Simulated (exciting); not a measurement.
Write the native input for exciting (release sodium) that does the following.

| Property | Result |
| --- | --- |
| Task | single point |
| Functional | PBEsol |
| Potentials or basis | all-electron LAPW+lo, shipped species files, valence relativity iora* |
| rgkmax | 9 |
| k mesh | 12 × 12 × 12 |
| Occupations | fermi-dirac, width 0.05 eV |
| Spin | no spin polarisation |
| gmaxvr (cutoff of density and potential) | 14 1/bohr |
| lmaxapw (and lmaxmat) | 10 |
| lmaxvr | 8 |
| nempty | 12 |
| Valence relativity | iora* |
| epsengy | 1e-05 Ha |
| epspot | 1e-05 Ha |
| maxscl | 60 |
| Muffin-tin radii | Mo 2.3 bohr |

Mo:

```
Mo
1.0
    -1.58381    1.58381    1.58381
     1.58381   -1.58381    1.58381
     1.58381    1.58381   -1.58381
Mo
1
Direct
  0.00000 0.00000 0.00000
```

One way to write it, as run:

input.xml

```xml
<input>
  <title>Mo</title>
  <structure speciespath="./" tshift="false">
    <crystal scale="1">
      <basevect>-2.992965190616 2.992965190616 2.992965190616</basevect>
      <basevect>2.992965190616 -2.992965190616 2.992965190616</basevect>
      <basevect>2.992965190616 2.992965190616 -2.992965190616</basevect>
    </crystal>
    <species speciesfile="Mo.xml" rmt="2.3">
      <atom coord="0.000000000000 0.000000000000 0.000000000000"/>
    </species>
  </structure>
  <groundstate do="fromscratch" ngridk="12 12 12" rgkmax="9" gmaxvr="14" lmaxapw="10" lmaxmat="10" lmaxvr="8" xctype="GGA_PBE_SOL" stype="Fermi Dirac" swidth="0.00183747" nempty="12" ValenceRelativity="iora*" epsengy="1e-05" epspot="1e-05" maxscl="60" tforce="true" outputlevel="normal"/>
  <properties>
    <chargedensityplot>
      <plot3d>
        <box grid="14 14 14">
          <origin coord="0 0 0"/>
          <point coord="1 0 0"/>
          <point coord="0 1 0"/>
          <point coord="0 0 1"/>
        </box>
      </plot3d>
    </chargedensityplot>
    <elfplot>
      <plot3d>
        <box grid="14 14 14">
          <origin coord="0 0 0"/>
          <point coord="1 0 0"/>
          <point coord="0 1 0"/>
          <point coord="0 0 1"/>
        </box>
      </plot3d>
    </elfplot>
    <exccplot>
      <plot3d>
        <box grid="14 14 14">
          <origin coord="0 0 0"/>
          <point coord="1 0 0"/>
          <point coord="0 1 0"/>
          <point coord="0 0 1"/>
        </box>
      </plot3d>
    </exccplot>
  </properties>
</input>
```

Potentials or basis: all-electron LAPW+lo, shipped species files, valence relativity iora*.

Launch:

```bash
$ OMP_NUM_THREADS=1 exciting_smp
```

It gave:

| Property | Result |
| --- | --- |
| Band gap on the k mesh | none (metal or under the smearing width) |
| All electrons inside the program's atomic spheres | Mo 39.58 (radii Mo 2.3 bohr) |

Caveat: the log's total energy holds no entropy term; the free energy is that total less TS from the occupations.

It took 32 s on 1 thread of Arm Neoverse V2 (shared host), peak memory 0.09 GiB.
